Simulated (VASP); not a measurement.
# NaI (Fm-3m) in VASP: a series of runs

The runs below take NaI through relaxation of the atoms, with PBE+D3(BJ).

Program: VASP 6.6.1. These are calculated values, not measurements. Logs are shortened: lines on timing, memory, paths and dates and some standing lists are left out, and cuts for length are marked.

**1. The undisturbed crystal**

The structure is cubic, space group Fm-3m (No. 225). The conventional cell has a = 6.473 Å, b = 6.473 Å, c = 6.473 Å, α = 90.00°, β = 90.00°, γ = 90.00°. Around Na (site symmetry m-3m) lie 6 I at 3.24 Å. Around I (site symmetry m-3m) lie 6 Na at 3.24 Å.

**2. Relaxation of the atoms, PBE+D3(BJ) (a relaxed cell with its volume scaled by 1.02)**

INCAR reads:

```
ALGO = Fast ; EDIFF = 1E-7
EDIFFG = -0.01 ; ENCUT = 600
GGA = PE ; IBRION = 2
ISIF = 2 ; ISMEAR = 0
IVDW = 12 ; LASPH = True
LCHARG = False ; LREAL = False
LWAVE = False ; NELM = 80
NSW = 40 ; PREC = Accurate
SIGMA = 0.03
```

KPOINTS reads:

```
k-points
0
Gamma
  8 8 8
```

POSCAR reads:

```
NaI                                     
1.0
    0.0000000000      3.2027949618      3.2027949618
    3.2027949618      0.0000000000      3.2027949618
    3.2027949618      3.2027949618      0.0000000000
  Na              I             
     1     1
Direct
     0.0000000000000000    0.0000000000000000    0.0000000000000000
     0.5000000000000000    0.5000000000000000    0.5000000000000000
```

Potentials or basis: VASP PAW PBE potentials, release 64 (Na_pv, I).

The run is started by

```
cat potpaw_PBE.64/Na_pv/POTCAR potpaw_PBE.64/I/POTCAR > POTCAR
mpirun -np 1 vasp_std > vasp.out
```

OUTCAR:

```text
EDIFF = 1E-7
   EDIFFG = -0.01
   ENCUT = 600
   GGA = PE
   IBRION = 2
   ISIF = 2
   ISMEAR = 0
   IVDW = 12
   LASPH = True
   LREAL = False
   NELM = 80
   NSW = 40
   PREC = Accurate
 IVDW          = 12

 ion  position               nearest neighbor table
   1  0.000  0.000  0.000-
   2  0.500  0.500  0.500-

  LATTYP: Found a face centered cubic cell.
 ALAT       =     6.4055899236

  Lattice vectors:

 A1 = (   0.0000000000,   3.2027949618,   3.2027949618)
 A2 = (   3.2027949618,   0.0000000000,   3.2027949618)
 A3 = (   3.2027949618,   3.2027949618,   0.0000000000)

Analysis of symmetry for initial positions (statically):
=====================================================================
 Subroutine PRICEL returns:
 Original cell was already a primitive cell.

 Routine SETGRP: Setting up the symmetry group for a
 face centered cubic supercell.

 Subroutine GETGRP returns: Found 48 space group operations
 (whereof 48 operations were pure point group operations)
 out of a pool of 48 trial point group operations.

The static configuration has the point symmetry O_h .

Analysis of symmetry for dynamics (positions and initial velocities):
=====================================================================
 Subroutine PRICEL returns:
 Original cell was already a primitive cell.

 Routine SETGRP: Setting up the symmetry group for a
 face centered cubic supercell.

 Subroutine GETGRP returns: Found 48 space group operations
 (whereof 48 operations were pure point group operations)
 out of a pool of 48 trial point group operations.

The dynamic configuration has the point symmetry O_h .

 Subroutine INISYM returns: Found 48 space group operations
 (whereof 48 operations are pure point group operations),
 and found     1 'primitive' translations

----------------------------------------------------------------------------------------

                                     Primitive cell

  volume of cell :      65.7079

  direct lattice vectors                    reciprocal lattice vectors
     0.000000000  3.202794962  3.202794962    -0.156113646  0.156113646  0.156113646
     3.202794962  0.000000000  3.202794962     0.156113646 -0.156113646  0.156113646
     3.202794962  3.202794962  0.000000000     0.156113646  0.156113646 -0.156113646

  length of vectors
     4.529436072  4.529436072  4.529436072     0.270396767  0.270396767  0.270396767

  position of ions in fractional coordinates (direct lattice)
     0.000000000  0.000000000  0.000000000
     0.500000000  0.500000000  0.500000000

  ion indices of the primitive-cell ions
[... 88 lines left out ...]
   EMIN   =  10.00;   EMAX   =-10.00  energy-range for DOS
   EFERMI =   0.00;   METHOD = LEGACY
   ISMEAR =     0;   SIGMA  =   0.03  broadening in eV -4-tet -1-fermi 0-gaus
   EFERMI_NEDOS =   21; number of points for ismear=-14 and -15
   IALGO  =     68    algorithm
   IMIX   =      4    mixing-type and parameters
     AMIX     =   0.40;   BMIX     =  1.00
     AMIX_MAG =   1.60;   BMIX_MAG =  1.00
  volume/ion in A,a.u.               =      32.85       221.71
  Fermi-wavevector in a.u.,A,eV,Ry     =   0.977789  1.847753 13.008134  0.956071
  Thomas-Fermi vector in A             =   2.108514
   LORBIT       =      0    0 simple, 1 ext, 2 COOP (PROOUT), +10 PAW based schemes
   GGA     = PE    functional components
   LHFCALC =     F    Hartree Fock is set to
   AEXX    =    0.0000 exact exchange contribution
   IVDW    =    12    specifies the selected vdW correction
   LEPSILON=     F    determine dielectric tensor
   LRPA    =     F    only Hartree local field effects (RPA)
 conjugate gradient relaxation of ions
 non-spin polarized calculation
 RMM-DIIS sequential band-by-band and
 Gauss-broadening in eV      SIGMA  =   0.03
  energy-cutoff  :      600.00
  volume of cell :       65.71
 maximum number of plane-waves:      2209
   NGX = 19   NGY = 19   NGZ = 19

 number of electron      13.9999999 magnetization

 Free energy of the ion-electron system (eV)
  ---------------------------------------------------
  ext. energy  EPLUGINS =         0.00000000
  ---------------------------------------------------
  free energy    TOTEN  =        -5.37573127 eV

  energy without entropy =       -5.37573127  energy(sigma->0) =       -5.37573127

 E-fermi :   1.1925     XC(G=0):  -7.8314

 val. band max:        1.0286579785   @ k =   0.0000   0.0000   0.0000
 cond. band min:       4.7551795638   @ k =   0.0000   0.0000   0.0000
 fundamental gap:      3.7265215852
 Fermi energy:         1.1924970645

 k-point     1 :       0.0000    0.0000    0.0000
  band No.  band energies     occupation
      1     -21.3756      2.00000
      2     -21.3756      2.00000
      3     -21.3756      2.00000
      4     -10.0719      2.00000
      5       1.0287      2.00000
      6       1.0287      2.00000
      7       1.0287      2.00000
      8       4.7552      0.00000
      9       8.9575      0.00000
     10       8.9575      0.00000
     11       8.9575      0.00000
[... 309 lines left out ...]
 k-point    24 :      -0.3750    0.2500    0.1250
  band No.  band energies     occupation
      1     -21.3807      2.00000
      2     -21.3774      2.00000
      3     -21.3765      2.00000
      4      -9.6807      2.00000
      5      -0.9798      2.00000
      6       0.0618      2.00000
      7       0.5119      2.00000
      8       7.2011      0.00000
      9       7.3757      0.00000
     10       9.3594      0.00000
     11       9.4146      0.00000

 [... further k-points ...]

------------------------ aborting loop because EDIFF is reached ----------------------------------------

 Edisp (eV)   -0.52288

 E8    (eV) :    -0.2421

  FORCE on cell =-STRESS in cart. coord.  units (eV):
  Direction    XX          YY          ZZ          XY          YZ          ZX
  --------------------------------------------------------------------------------------
  -------------------------------------------------------------------------------------
  Total      -0.15150    -0.15150    -0.15150     0.00000    -0.00000     0.00000
  in kB      -3.69407    -3.69407    -3.69407     0.00000    -0.00000     0.00000
  external pressure =       -3.69 kB  Pullay stress =        0.00 kB

 VOLUME and BASIS-vectors are now :
 -----------------------------------------------------------------------------
  energy-cutoff  :      600.00
  volume of cell :       65.71
      direct lattice vectors                 reciprocal lattice vectors
     0.000000000  3.202794962  3.202794962    -0.156113646  0.156113646  0.156113646
     3.202794962  0.000000000  3.202794962     0.156113646 -0.156113646  0.156113646
     3.202794962  3.202794962  0.000000000     0.156113646  0.156113646 -0.156113646

 POSITION                                       TOTAL-FORCE (eV/Angst)
 -----------------------------------------------------------------------------------
      0.00000      0.00000      0.00000         0.000000     -0.000000     -0.000000
      3.20279      3.20279      3.20279        -0.000000      0.000000      0.000000
 -----------------------------------------------------------------------------------
    total drift:                                0.000000      0.000000      0.000000

  FREE ENERGIE OF THE ION-ELECTRON SYSTEM (eV)
  ---------------------------------------------------
  free  energy   TOTEN  =        -5.8986148424 eV

  energy  without entropy=       -5.8986148424  energy(sigma->0) =       -5.89861484

 reached required accuracy - stopping structural energy minimisation
```

CONTCAR:

```text
NaI
   1.00000000000000
     0.0000000000000000    3.2027949618000000    3.2027949618000000
     3.2027949618000000    0.0000000000000000    3.2027949618000000
     3.2027949618000000    3.2027949618000000    0.0000000000000000
  Na              I
     1     1
Direct
     0.0000000000000000    0.0000000000000000    0.0000000000000000
     0.5000000000000000    0.5000000000000000    0.5000000000000000

  0.00000000E+00  0.00000000E+00  0.00000000E+00
  0.00000000E+00  0.00000000E+00  0.00000000E+00
```

Run time: 17 s. Hardware: 1 thread of AMD EPYC 9R14 (Zen 4), shared host; peak memory 0.19 GiB.

What came out:

- Free energy: -5.8986 eV
- Pressure after relaxing: -0.4 GPa
- Band gap on the k mesh: 3.73 eV, direct
- Dispersion energy per atom: -0.261 eV

Final structure:
```
CELL_PARAMETERS angstrom
0.00000 3.20279 3.20279
3.20279 0.00000 3.20279
3.20279 3.20279 0.00000
ATOMIC_POSITIONS crystal
Na 0.00000 0.00000 0.00000
I 0.50000 0.50000 0.50000
```

Levels at points of the mesh, in eV from the valence-band top:
| k point | band 4 | band 5 | band 6 | band 7 | band 8 | band 9 | band 10 | band 11 |
| --- | --- | --- | --- | --- | --- | --- | --- | --- |
| (0.00, 0.00, 0.00) | -11.10 | 0.00 | 0.00 | 0.00 | 3.73 | 7.93 | 7.93 | 7.93 |
| (0.50, 0.00, 0.00) | -10.76 | -2.29 | -0.30 | -0.30 | 5.10 | 7.47 | 7.47 | 8.97 |
| (0.50, 0.50, 0.00) | -10.67 | -2.01 | -0.79 | -0.79 | 4.52 | 5.50 | 10.07 | 11.51 |

Caveat: the relaxation stopped at its first step, so nothing moved; spin-orbit coupling is left out, which moves the levels of the heavy elements.

**3. Relaxation of the atoms, PBE+D3(BJ) (a relaxed cell with its volume scaled by 1.04)**

INCAR is that of step 2.

KPOINTS is that of step 2.

POSCAR reads:

```
NaI                                     
1.0
    0.0000000000      3.2235929145      3.2235929145
    3.2235929145      0.0000000000      3.2235929145
    3.2235929145      3.2235929145      0.0000000000
  Na              I             
     1     1
Direct
     0.0000000000000000    0.0000000000000000    0.0000000000000000
     0.5000000000000000    0.5000000000000000    0.5000000000000000
```

Potentials or basis: VASP PAW PBE potentials, release 64 (Na_pv, I).

The run is started by

```
cat potpaw_PBE.64/Na_pv/POTCAR potpaw_PBE.64/I/POTCAR > POTCAR
mpirun -np 1 vasp_std > vasp.out
```

Run time: 16 s. Hardware: 1 thread of AMD EPYC 9R14 (Zen 4), shared host; peak memory 0.19 GiB.

Results (log left out):

| Quantity | Value |
| --- | --- |
| Free energy | -5.8943 eV |
| Pressure after relaxing | -0.7 GPa |
| Band gap on the k mesh | 3.67 eV, direct |
| Dispersion energy per atom | -0.256 eV |

Final structure:
```
CELL_PARAMETERS angstrom
0.00000 3.22359 3.22359
3.22359 0.00000 3.22359
3.22359 3.22359 0.00000
ATOMIC_POSITIONS crystal
Na 0.00000 0.00000 0.00000
I 0.50000 0.50000 0.50000
```

Levels at points of the mesh, in eV from the valence-band top:
```csv
k point,band 3,band 4,band 5,band 6,band 7,band 8,band 9,band 10,band 11
"(0.00, 0.00, 0.00)",-22.43,-11.05,0.00,0.00,0.00,3.67,7.93,7.93,7.93
"(0.50, 0.00, 0.00)",-22.43,-10.72,-2.22,-0.29,-0.29,5.10,7.45,7.45,8.82
"(0.50, 0.50, 0.00)",-22.43,-10.64,-1.94,-0.76,-0.76,4.50,5.53,9.95,11.40
```

Caveat: the relaxation stopped at its first step, so nothing moved; spin-orbit coupling is left out, which moves the levels of the heavy elements.
